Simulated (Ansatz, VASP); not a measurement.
Given: the input of a run of VASP 6.6.1 on Si.

The input POSCAR:

```
Si
1.0
    2.4804197817      0.0000000000      0.0000000000
    0.0000000000      2.4804197817      0.0000000000
    0.0000000000      0.0000000000      2.4804197817
Si
1
Direct
    0.5000000000      0.5000000000      0.5000000000
```

INCAR.step1

```
SYSTEM = Si
PREC = Accurate
ENCUT = 520
EDIFF = 1E-5
ISMEAR = -1
SIGMA = 0.05
LREAL = .False.
LASPH = .True.
NELM = 100
ALGO = Normal
ISIF = 2
LWAVE = .True.
LCHARG = .False.
GGA = PE
NBANDS = 8
```

Contents of INCAR.step2:

```
SYSTEM = Si
PREC = Accurate
ENCUT = 520
EDIFF = 1E-6
ISMEAR = -1
SIGMA = 0.05
LREAL = .False.
LASPH = .True.
NELM = 100
ALGO = Normal
ISIF = 2
LWAVE = .False.
LCHARG = .False.
GGA = PE
LHFCALC = .True.
AEXX = 0.25
PRECFOCK = Normal
ISTART = 1
NBANDS = 8
```

The input KPOINTS:

```
regular mesh
0
Gamma
  5 5 5
  0 0 0
```

Potentials or basis: VASP PAW PBE potentials, release 64 (Si).

Launch:

```bash
$ cat potpaw_PBE.64/Si/POTCAR > POTCAR
$ cp INCAR.step1 INCAR
$ mpirun -np 1 vasp_std > vasp.out
$ cp INCAR.step2 INCAR
$ mpirun -np 1 vasp_std > vasp.out
```

Task: Translate it to Ansatz 0.2.0. Potentials there: Ansatz PAW.

Result: As run (the cutoff follows the program's own potentials):

File input.yaml:

```yaml
crystal:
  lattice:
    - [2.4804197817, 0.0, 0.0]
    - [0.0, 2.4804197817, 0.0]
    - [0.0, 0.0, 2.4804197817]
  atoms:
    - { symbol: Si, position: [0.5, 0.5, 0.5] }
hamiltonian:
  xc: pbe0
  pseudopotentials: { kind: paw }
kpoints:
  mp_grid: { grid: [5, 5, 5] }
scf:
  occupations: { method: fermi_dirac, width: 0.05 }
output:
  forces: true
  stress: true
  eigenvalues: true
```

Potentials or basis: Ansatz PAW.

Launch:

```bash
$ ansatz run input.yaml --threads 2 --pin off --max-ram 5632MiB --backend cpu --events-out ev --progress --plain --runs-dir out
```

Both were run:

|  | VASP | Ansatz | Ansatz less VASP |
| --- | --- | --- | --- |
| gap on the k mesh at the Fermi level (eV) | none | none | - |
| pressure (GPa) | 8.3 | 8.8 | +0.54 |

A gap of «none» marks a metal or a gap that the smearing closes.

Caveats: the k mesh is coarse (spacing up to 0.51 Å⁻¹), so the values aren't converged, least of all with exact exchange; the PAW data sets were made with another functional, which shifts forces and pressure a little (VASP); the PAW data sets come from PBE, with cores solved anew for the run's functional, which leaves a small shift of forces and pressure (Ansatz); the thresholds are loose for stress (Ansatz).
